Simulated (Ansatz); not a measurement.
**MgF2: the crystal squeezed far**

An exercise on one series of results from a longer session: the logs are not shown, and one member is left open.

Method: DFT, LDA, PAW with Ansatz's default frozen-core files, scalar-relativistic, in Ansatz 0.2.0.

## The system as given

It takes space group P4_2/mnm (No. 136, tetragonal). Conventional cell: a = 4.693 Å, b = 4.693 Å, c = 3.097 Å, α = 90.00°, β = 90.00°, γ = 90.00°. Mg (site symmetry mmm) has 6 F at 2.02 Å in its first shell of neighbours. Around F (site symmetry m2m) lie 3 Mg at 2.02 Å.

As a file:

```cif
data_structure
_symmetry_space_group_name_H-M 'P4_2/mnm'
_symmetry_Int_Tables_number 136
_cell_length_a 4.6931
_cell_length_b 4.6931
_cell_length_c 3.0974
_cell_angle_alpha 90.000
_cell_angle_beta 90.000
_cell_angle_gamma 90.000
_cell_volume 68.22
loop_
_atom_site_label
_atom_site_type_symbol
_atom_site_symmetry_multiplicity
_atom_site_Wyckoff_symbol
_atom_site_fract_x
_atom_site_fract_y
_atom_site_fract_z
_atom_site_occupancy
Mg1 Mg 2 a 0.00000 0.00000 0.00000 1
F1 F 4 f 0.30500 0.30500 0.00000 1
```

The file gives the conventional cell by its symmetry; the runs use the cell typed in the input.

Whether this phase is the stable one at these pressures isn't tested.

Atoms are numbered in the order of the input: Mg1, Mg2, F3, F4, F5, F6.

Set-up of the first run:

input.yaml

```yaml
crystal:
  lattice:
    - [4.6931053341, 0.0, 0.0]
    - [0.0, 4.6931053341, 0.0]
    - [0.0, 0.0, 3.0974495205]
  atoms:
    - { symbol: Mg, position: [0.0, 0.0, 0.0] }
    - { symbol: Mg, position: [0.5, 0.5, 0.5] }
    - { symbol: F, position: [0.305, 0.305, 0.0] }
    - { symbol: F, position: [0.695, 0.695, 0.0] }
    - { symbol: F, position: [0.805, 0.195, 0.5] }
    - { symbol: F, position: [0.195, 0.805, 0.5] }
kpoints:
  mp_grid: { grid: [7, 7, 10] }
scf:
  occupations: { method: fermi_dirac, width: 0.1 }
hamiltonian:
  xc: lda
  pseudopotentials: { kind: paw }
output:
  forces: true
  stress: true
relax:
  f_tol: 0.005
  max_steps: 40
  cell: {}
```

Launch:

```sh
$ ansatz run input.yaml --threads 2 --pin off --max-ram 5120MiB --backend cpu --events-out ev --progress --plain --runs-dir out
```

Among the steps run: Cell relaxed at zero pressure, PAW; Volume scaled by 1, PAW; Shape and atoms relaxed at 0.94 of the volume, PAW; Volume scaled by 0.94, PAW; Shape and atoms relaxed at 0.88 of the volume, PAW; Volume scaled by 0.88, PAW; Shape and atoms relaxed at 0.8 of the volume, PAW; Volume scaled by 0.8, PAW; Shape and atoms relaxed at 0.72 of the volume, PAW; Volume scaled by 0.72, PAW; Shape and atoms relaxed at 0.62 of the volume, PAW; Volume scaled by 0.62, PAW; Volume scaled by 0.62, PAW (partial_waves polarizable).

One of the session's tables, all rows but one given; the rest of the session is left out.

 The rows PAW, 0.62 and PAW (partial_waves polarizable), 0.62 agree to the last digit and may rest on the same set-up.

```
                         method  volume over the first  volume (Å³/atom)  pressure (GPa)  gap on the k mesh (eV)
                            PAW                      1            10.421           -0.03                    7.09
                            PAW                   0.94                 ?               ?                       ?
                            PAW                   0.88             9.170           18.96                    8.04
                            PAW                    0.8             8.337           40.83                    8.82
                            PAW                   0.72             7.503           75.65                    9.73
                            PAW                   0.62             6.461          152.30                   11.11
PAW (partial_waves polarizable)                   0.62             6.461          152.30                   11.11
```

**Question.** Estimate the row for PAW, 0.94.

The run gave: volume (Å³/atom): 9.796; pressure (GPa): 7.91; gap on the k mesh (eV): 7.54. In the column «volume (Å³/atom)» it lies between PAW, 0.88 (9.170) and PAW, 1 (10.421).
